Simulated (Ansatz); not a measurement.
rocksalt-structured CaO

Computed with Ansatz (plane waves, PAW, 500 eV cutoff): r²SCAN, scalar-relativistic, no spin polarisation, 8×8×8 k-mesh, Gaussian smearing of 0.05 eV; PAW files: Ansatz's generated set soft_2.

```yaml
crystal:
  lattice:
    - [0.00000, 2.39742, 2.39742]
    - [2.39742, 0.00000, 2.39742]
    - [2.39742, 2.39742, 0.00000]
  atoms:
    - { symbol: Ca, position: [0.50000, 0.50000, 0.50000] }
    - { symbol: O, position: [0.00000, 0.00000, 0.00000] }
```

The compound is reported in the structure type of the start.

The run above is the reference. The same cell was run again with other input settings; several of them aren't fit for production, so the rows show the settings' effect and aren't properties of the material.

```tsv
keys changed	outcome	ΔE (meV/atom)	P (GPa)	gap on the mesh (eV)	cell moment (μB)	largest force component (eV/Å)	SCF iterations	rough core-seconds	new warnings
none (reference)	converged	0.0	0.0	4.20	–	0.000	–	–	–
hamiltonian.xc: "r2scan" → "rpbe"; scf.occupations.width: 0.05 → null; scf.occupations.method: "gaussian" → "tetrahedron_uncorrected"	converged	–	6.3	3.76	–	0.000	6	1.8	band table not solved further
scf.lower_state_search: "light"	converged	0.0	0.0	4.20	–	0.000	6	5	–
scf.occupations.width: 0.05 → null; scf.occupations.method: "gaussian" → "tetrahedron_uncorrected"; scf.lower_state_search: "full"	converged	0.0	0.0	4.20	–	0.000	9	80	band table not solved further
```

These changes also left energy (to 0.1 meV/atom), pressure, gap, moment and forces as in the reference: scf.convergence.dr2_threshold: 0.0001 | scf.occupations.method: "gaussian" → "fermi_dirac"; scf.occupations.width: 0.05 → 0.1 | scf.lower_state_search: "full" | scf.occupations.method: "gaussian" → "methfessel_paxton"; scf.occupations.width: 0.05 → 0.3 | basis.xc_grid: 4.

ΔE is the energy with the smearing extrapolated to zero. It is left out where the change alters the Hamiltonian or the spin treatment. The varied runs start from atomic densities (corrected by the program's trained start where that serves), with the default search for lower states unless a row changes it.

(1) What happens with these changes: crystal.symmetry: {"detect": false}; hamiltonian.xc: "r2scan" → "pbe"; scf.lower_state_search: "light"?

Answer:

(1) outcome converged, P (GPa) 2.5, gap on the mesh (eV) 3.65, largest force component (eV/Å) 0.000, SCF iterations 8, rough core-seconds 13.

Of the reference: Kohn–Sham gaps of semilocal functionals lie under measured ones, often by a third or more.
